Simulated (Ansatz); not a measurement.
# Moving spin-orbit coupling in Bi2Se3

```cif
data_structure
_symmetry_space_group_name_H-M 'R-3m:H'
_symmetry_Int_Tables_number 166
_cell_length_a 4.1430
_cell_length_b 4.1430
_cell_length_c 28.6360
_cell_angle_alpha 90.000
_cell_angle_beta 90.000
_cell_angle_gamma 120.000
_cell_volume 425.67
loop_
_atom_site_label
_atom_site_type_symbol
_atom_site_symmetry_multiplicity
_atom_site_Wyckoff_symbol
_atom_site_fract_x
_atom_site_fract_y
_atom_site_fract_z
_atom_site_occupancy
Bi1 Bi 6 c 0.66667 0.33333 0.93253 1
Se1 Se 6 c 0.00000 0.00000 0.78830 1
Se2 Se 3 a 0.00000 0.00000 0.00000 1
```

Kept alike: task band structure; functional PBE; k mesh 8 × 8 × 8; occupations fermi-dirac, width 0.05 eV. Program: Ansatz, Ansatz PAW, cutoff 420 eV. The mesh is that of the run's cell of 5 atoms.

| spin-orbit coupling | band gap (eV) |
| --- | --- |
| off | 0.215 |
| on | 0.266 |

Gaps are the smaller of the mesh's and the band path's.

The band gap runs from 0.215 (off) to 0.266 eV (on). Spin-orbit coupling splits p and d bands at the edges, and the more so the heavier the atoms.
